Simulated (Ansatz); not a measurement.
# Al3Ni2: the cost of one run

Method: DFT r2SCAN, scalar-relativistic, plane waves, PAW, in Ansatz 0.2.0.

1 further run of the same task is left out (set aside as unsound or not needed).

## (1) The system as given

The structure is trigonal, space group P-3m1 (No. 164). The conventional cell has a = 4.007 Å, b = 4.007 Å, c = 4.862 Å, α = 90.00°, β = 90.00°, γ = 120.00°. Al (site symmetry -3m) has 6 Ni at 2.42 Å as nearest neighbours. Al (site symmetry 3m) is surrounded by 5 Ni at 2.42 to 2.52 Å and 3 Al at 2.73 Å. Ni (site symmetry 3m) has 8 Al at 2.42 to 2.52 Å and 3 Ni at 2.72 Å as nearest neighbours.

Structure file:

```
CELL_PARAMETERS angstrom
4.00672 0.00000 0.00000
-2.00336 3.46992 0.00000
0.00000 0.00000 4.86153
ATOMIC_POSITIONS crystal
Al 0.00000 0.00000 0.00000
Al 0.33333 0.66667 0.64844
Al 0.66667 0.33333 0.35156
Ni 0.33333 0.66667 0.14621
Ni 0.66667 0.33333 0.85379
```

It goes back to an entry of the Materials Project, which need not be the stable form.

It is the result of an earlier relaxation at this level (volume 13.52 Å³/atom; gap on the mesh: none (metal)).

## (2) Static run: bands, density of states and charges

Contents of input.yaml:

```yaml
crystal:
  lattice:
    - [4.0067213622, 0.0, 0.0]
    - [-2.0033606811, 3.4699224855, 0.0]
    - [0.0, 0.0, 4.8615270261]
  atoms:
    - { symbol: Al, position: [0.0, 0.0, 0.0] }
    - { symbol: Al, position: [0.3333333333, 0.6666666667, 0.6484376367] }
    - { symbol: Al, position: [0.6666666667, 0.3333333333, 0.3515623633] }
    - { symbol: Ni, position: [0.3333333333, 0.6666666667, 0.1462123368] }
    - { symbol: Ni, position: [0.6666666667, 0.3333333333, 0.8537876632] }
basis:
  ecutwfc: 500
kpoints:
  mp_grid: { grid: [12, 12, 8] }
  band_path:
    path:
      - [[0.0, 0.0, 0.0], [0.5, 0.0, 0.0], [0.33333333, 0.33333333, 0.0], [0.0, 0.0, 0.0], [0.0, 0.0, 0.5], [0.5, 0.0, 0.5], [0.33333333, 0.33333333, 0.5], [0.0, 0.0, 0.5]]
      - [[0.5, 0.0, 0.5], [0.5, 0.0, 0.0]]
      - [[0.33333333, 0.33333333, 0.5], [0.33333333, 0.33333333, 0.0]]
    npoints: 14
hamiltonian:
  xc: r2scan
scf:
  occupations: { method: gaussian, width: 0.1 }
  n_extra_bands: 12
output:
  forces: true
  stress: true
  eigenvalues: true
  populations: true
  dos: { projected: true, de: 0.02, nscf_kmesh: { grid: [18, 18, 12] } }
  bader: true
  write_density: true
  write_potential: true
  elf: true
  volumetric_format: npy
```

On the command line:

```sh
$ ansatz run input.yaml --threads 1 --pin off --max-ram 2560MiB --backend cpu --events-out ev --progress --plain --runs-dir out
```

What time and memory should one allow on 1 thread of Intel Xeon at 2.50GHz (Skylake/Cascade Lake), shared host?

About 6 min, with a peak of 0.96 GiB.
